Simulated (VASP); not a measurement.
**BeTe: relaxation of cell and atoms with PBE+D3(BJ)**

BeTe:

```xyz
2
Lattice="0.0000 2.7700 2.7700 2.7700 0.0000 2.7700 2.7700 2.7700 0.0000" Properties=species:S:1:pos:R:3 pbc="T T T"
Be    0.0000    0.0000    0.0000
Te    1.3850    1.3850    1.3850
```

- Program: VASP 6.6.1
- Task: relaxation of cell and atoms
- Functional: PBE
- Dispersion: D3(BJ)
- Potentials or basis: VASP PAW PBE potentials, release 64 (Be, Te)
- Cutoff: 600 eV
- k mesh: 8 × 8 × 8
- Occupations: gaussian, width 0.03 eV
- Spin: no spin polarisation
- Further INCAR settings: ALGO = Normal; EDIFF = 1e-06; IBRION = 2; EDIFFG = -0.01; NSW = 90; ISIF = 3

```
Relaxed volume                         : 21.79 Å³/atom
Relaxed cell                           : a = 3.950 Å, b = 3.950 Å, c = 3.950 Å, α = 60.00°, β = 60.00°, γ = 60.00°
Space group after relaxing (to 0.05 Å) : F-43m (No. 216)
Energy gained by relaxing              : 2.6 meV/atom
Ionic steps                            : 3
Pressure after relaxing                : 0.0 GPa
Band gap on the k mesh                 : 1.91 eV, indirect (least direct gap 3.59 eV)
Dispersion energy per atom             : -0.347 eV
```

The path:
| step | energy change (eV) | largest force (eV/Å) | pressure (GPa) | volume (Å³) |
| --- | --- | --- | --- | --- |
| 1 | 0.0000 | 0.0000 | 1.61 | 42.51 |
| 2 | -0.0049 | 0.0000 | -0.37 | 43.84 |
| 3 | -0.0052 | 0.0000 | 0.00 | 43.57 |

Final structure:
```xyz
2
Lattice="0.0000 2.7929 2.7929 2.7929 0.0000 2.7929 2.7929 2.7929 0.0000" Properties=species:S:1:pos:R:3 pbc="T T T"
Be    0.0000    0.0000    0.0000
Te    1.3964    1.3964    1.3964
```

Levels at points of the mesh, in eV from the valence-band top:
```tsv
k point	band 1	band 2	band 3	band 4	band 5	band 6	band 7	band 8
(0.00, 0.00, 0.00)	-12.46	0.00	0.00	0.00	3.59	3.59	3.59	4.00
(0.50, 0.00, 0.00)	-11.06	-5.70	-1.18	-1.18	3.14	4.58	4.58	7.81
(0.50, 0.50, 0.00)	-10.54	-5.25	-2.74	-2.74	1.91	2.63	9.86	9.86
```

It took 14 s on 1 thread of AMD EPYC 9R45 96-Core Processor (Zen 5), with other jobs on the host, peak memory 0.16 GiB.

Caveat: spin-orbit coupling is left out, which moves the levels of the heavy elements. A k mesh can miss the band edges.
